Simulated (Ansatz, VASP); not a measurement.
**Cross-check of ZnSe (Stilleite) between VASP and Ansatz**

Aim: how closely do two programs agree when they are given the same cell, functional and k mesh? The cell is taken from a series of runs on this material, whose earlier steps may have relaxed, scaled, displaced or heated it; both programs get it as it stands.

Program: Ansatz 0.2.0. Level of theory: plane waves, with VASP 6.6.1 beside it; single point at r2SCAN, spin-orbit coupling. Results are calculated unless marked as measured.

## (1) The structure

The structure is orthorhombic, space group Imm2 (No. 44). Conventional cell: a = 3.927 Å, b = 4.006 Å, c = 5.733 Å, α = 90.00°, β = 90.00°, γ = 90.00°. Nearest to Zn lie 4 Se at 2.44 to 2.45 Å. Nearest to Se lie 4 Zn at 2.44 to 2.45 Å. Farther neighbours and most contacts between anions are not listed.

As a file:

```
Zn Se
1.0
    -0.02809    2.80486    2.86628
     2.80486   -0.02809    2.86628
     2.77677    2.77677    0.00000
Zn Se
1 1
Direct
  0.00171 0.00171 0.99829
  0.74829 0.74829 0.75171
```

## (2) VASP: single point, r2SCAN, spin-orbit coupling, pair 1

With cell and atoms fixed, the geometry can't cause a difference; cores, projectors, grids and the points listed under the comparison can.

Lines of VASP's logs that name or quote its potential files are left out, and so is its time.

The input, INCAR:

```
SYSTEM = ZnSe
PREC = Accurate
ENCUT = 440
EDIFF = 1E-06
NELM = 200
ISMEAR = 0
SIGMA = 0.01
LREAL = .FALSE.
ALGO = Normal
METAGGA = R2SCAN
LASPH = .TRUE.
LNONCOLLINEAR = .TRUE.
MAGMOM = 0 0 0 0 0 0
NBANDS = 30
GGA_COMPAT = .FALSE.
LSORBIT = .TRUE.
LORBIT = 11
LWAVE = .FALSE.
LCHARG = .FALSE.
ISIF = 2
EFERMI = MIDGAP
LMIXTAU = .TRUE.
KPAR = 2
```

The input, POSCAR:

```
ZnSe
1.0
   -0.0280868893      2.8048554371      2.8662842423
    2.8048554371     -0.0280868893      2.8662842423
    2.7767685478      2.7767685478      0.0000000000
Zn Se
1 1
Direct
    0.0017125994      0.0017125994      0.9982874006
    0.7482874006      0.7482874006      0.7517125994
```

The input, KPOINTS:

```
Automatic mesh
0
Gamma
6 6 6
0 0 0
```

Potentials, in the order of the species: Zn and Se (PBE family, release 64).

The run is started by

```bash
$ mpirun -np 2 vasp_ncl
```

Numbers of over 12 decimals in the logs are rounded to 6 here.

What it wrote:

```text
[banner, memory and clock lines left out]
running    2 mpi-ranks, on    1 nodes
 distrk:  each k-point on    1 cores,    2 groups
 distr:  one band on    1 cores,    1 groups

 POSCAR found type information on POSCAR ZnSe
 POSCAR found :  2 types and       2 ions
|                                                                             |
|               ----> ADVICE to this user running VASP <----                  |
|                                                                             |
|     You enforced a specific xc type in the INCAR file but a different       |
|     [... a line on the potential file left out ...]
|     I HOPE YOU KNOW WHAT YOU ARE DOING!                                     |
|                                                                             |

 LDA part: xc-table for (None), standard interpolation
 POSCAR, INCAR and KPOINTS ok, starting setup
 FFT: planning ... GRIDC
 FFT: planning ... GRID_SOFT
 FFT: planning ... GRID
 WAVECAR not read
 entering main loop
       N       E                     dE             d eps       ncg     rms          rms(c)
DAV:   1     0.963224776141E+02    0.96322E+02   -0.76230E+03  4500   0.126E+03
DAV:   2    -0.157986890502E+02   -0.11212E+03   -0.10562E+03  4536   0.302E+02
DAV:   3    -0.274708054882E+02   -0.11672E+02   -0.11533E+02  5338   0.975E+01
DAV:   4    -0.276957981008E+02   -0.22499E+00   -0.22471E+00  5146   0.140E+01
DAV:   5    -0.276968070007E+02   -0.10089E-02   -0.10089E-02  5160   0.901E-01    0.512E+00
DAV:   6    -0.248659353722E+02    0.28309E+01   -0.15214E+00  5370   0.370E+01    0.486E+00
DAV:   7    -0.248001310863E+02    0.65804E-01   -0.51955E-01  4716   0.127E+01    0.216E+00
DAV:   8    -0.248773854339E+02   -0.77254E-01   -0.15071E-01  4572   0.399E+00    0.682E-01
DAV:   9    -0.248162486644E+02    0.61137E-01   -0.14455E-01  4512   0.337E+00    0.276E-01
DAV:  10    -0.249152234221E+02   -0.98975E-01   -0.43645E-02  4542   0.183E+00    0.114E-01
DAV:  11    -0.249179800200E+02   -0.27566E-02   -0.16204E-03  5280   0.429E-01    0.699E-02
DAV:  12    -0.249177386508E+02    0.24137E-03   -0.59574E-04  4656   0.271E-01    0.316E-02
DAV:  13    -0.249182436417E+02   -0.50499E-03   -0.30554E-04  4638   0.197E-01    0.128E-02
DAV:  14    -0.249182362834E+02    0.73583E-05   -0.65014E-06  5340   0.318E-02    0.434E-03
DAV:  15    -0.249182343177E+02    0.19656E-05   -0.63617E-06  4828   0.359E-02    0.222E-03
DAV:  16    -0.249182397711E+02   -0.54534E-05   -0.19986E-06  4722   0.156E-02    0.283E-03
DAV:  17    -0.249182390324E+02    0.73870E-06   -0.57654E-07  3448   0.139E-02
   1 F= -.24918239E+02 E0= -.24918239E+02  d E =0.000000E+00  mag=    -0.0000     0.0000     0.0000
```

From OUTCAR (step 2):

```text
ion  position               nearest neighbor table
   1  0.002  0.002  0.998-   2 2.44   2 2.44   2 2.45   2 2.45
   2  0.748  0.748  0.752-   1 2.44   1 2.44   1 2.45   1 2.45

  LATTYP: Found a body centered orthorhombic cell.
 ALAT       =     3.9269437399
 B/A-ratio  =     1.0202299103
 C/A-ratio  =     1.4598040778

 Subroutine GETGRP returns: Found  4 space group operations
 (whereof  4 operations were pure point group operations)

The static configuration has the point symmetry C_2v.

 Found     75 irreducible k-points:

   k-points           NKPTS =     75   k-points in BZ     NKDIM =     75   number of bands    NBANDS=     30

   dimension x,y,z NGX =    28 NGY =   28 NGZ =   28
   dimension x,y,z NGXF=    56 NGYF=   56 NGZF=   56

   ENCUT  =  440.0 eV  32.34 Ry    5.69 a.u.   6.86  6.86  6.72*2*pi/ulx,y,z

   NELECT =      18.0000    total number of electrons

 k-points in reciprocal lattice and weights: Automatic mesh
   0.00000000  0.00000000  0.00000000       0.005
   0.16666667  0.00000000  0.00000000       0.009
  -0.16666667 -0.00000000  0.00000000       0.009
   0.33333333  0.00000000  0.00000000       0.009
  -0.33333333 -0.00000000  0.00000000       0.009
   0.50000000  0.00000000  0.00000000       0.009
   0.16666667  0.16666667  0.00000000       0.005
  -0.16666667 -0.16666667  0.00000000       0.005
   0.33333333  0.16666667  0.00000000       0.009
[...]
0.33333333 -0.16666667  0.50000000       0.009
  -0.16666667  0.16666667  0.50000000       0.019

 average (electrostatic) potential at core
       1 -42.6010       2 -60.3470

 E-fermi :   2.4207

 k-point     1 :       0.0000    0.0000    0.0000
  band No.  band energies     occupation
    ...
     14       1.1217      1.00000
     15       1.4562      1.00000
     16       1.4562      1.00000
     17       1.5621      1.00000
     18       1.5621      1.00000
     19       3.2792      0.00000
     20       3.2792      0.00000
     21       7.5388      0.00000
     22       7.5388      0.00000
     23       7.7147      0.00000
    ...

 k-point     2 :       0.1667    0.0000    0.0000
  band No.  band energies     occupation
    ...
     14      -0.5397      1.00000
     15       1.0068      1.00000
     16       1.0100      1.00000
     17       1.2883      1.00000
     18       1.2989      1.00000
     19       4.5131      0.00000
     20       4.5163      0.00000
     21       7.7027      0.00000
     22       7.7118      0.00000
     23       8.0622      0.00000
    ...

 k-point     3 :      -0.1667   -0.0000    0.0000
  band No.  band energies     occupation
    ...
     14      -0.5397      1.00000
     15       1.0068      1.00000
     16       1.0100      1.00000
     17       1.2883      1.00000
     18       1.2989      1.00000
     19       4.5131      0.00000
     20       4.5163      0.00000
     21       7.7027      0.00000
     22       7.7118      0.00000
     23       8.0622      0.00000
    ...

  Total        0.2139512      0.2139512     -0.0147184      0.2323358      0.0000000      0.0000000
  in kB        7.6014886      7.6014886     -0.5229316      8.2546776      0.0000000      0.0000000
  external PRESSURE =       4.8933485 kB  Pullay stress =       0.0000000 kB

  energy-cutoff  :      440.00
  volume of cell :       45.09
      direct lattice vectors                 reciprocal lattice vectors
    -0.028086889  2.804855437  2.866284242    -0.176494945  0.176494945  0.174441876
     2.804855437 -0.028086889  2.866284242     0.176494945 -0.176494945  0.174441876
     2.776768548  2.776768548  0.000000000     0.180065422  0.180065422 -0.174441876

 POSITION                                       TOTAL-FORCE (eV/Angst)
 -----------------------------------------------------------------------------------
      2.77677      2.77677      0.00982         0.000000      0.000000      0.016558
      4.16515      4.16515      4.28961        -0.000000     -0.000000     -0.016558
 -----------------------------------------------------------------------------------
    total drift:                                0.000005      0.000005      0.031157

  FREE ENERGIE OF THE ION-ELECTRON SYSTEM (eV)
  ---------------------------------------------------
  free  energy   TOTEN  =       -24.9182390324 eV

  energy  without entropy=      -24.9182390324  energy(sigma->0) =      -24.91823903

 Spin-Orbit-Coupling matrix elements
 Ion:    1  E_soc:     -0.0082455
 Ion:    2  E_soc:     -0.0344067

 total charge
# of ion       s       p       d       tot
------------------------------------------
    1        0.513   0.450   9.804  10.767
    2        1.430   2.490   0.031   3.950
--------------------------------------------------
tot          1.942   2.940   9.835  14.717

 magnetization (x)
# of ion       s       p       d       tot
------------------------------------------
    1        0.000   0.000   0.000   0.000
    2        0.000   0.000  -0.000  -0.000
--------------------------------------------------
tot          0.000   0.000  -0.000  -0.000

 magnetization (y)
# of ion       s       p       d       tot
------------------------------------------
    1        0.000   0.000   0.000   0.000
    2       -0.000   0.000   0.000   0.000
--------------------------------------------------
tot          0.000   0.000   0.000   0.000

 magnetization (z)
# of ion       s       p       d       tot
------------------------------------------
    1        0.000   0.000   0.000   0.000
    2        0.000   0.000   0.000   0.000
--------------------------------------------------
tot          0.000   0.000   0.000   0.000

[... 3 further parts left out ...]
```

The run ends at a pressure of 0.49 GPa, with forces up to 0.017 eV/Å.

(Part 1 of 3 ends here.)

[Lines on the potential files, build, host, timing and source positions are cut from VASP's logs without a mark.]

[Logs are printed without paths, hosts, clocks, repeated set-up lines and the standing remarks that a program may print on its own settings, such as how far it seeks lower states.]

[Hosts, paths, dates, database ids (printed as entryN), source tags and the programs' standing remarks are cut or masked in the printed files.]
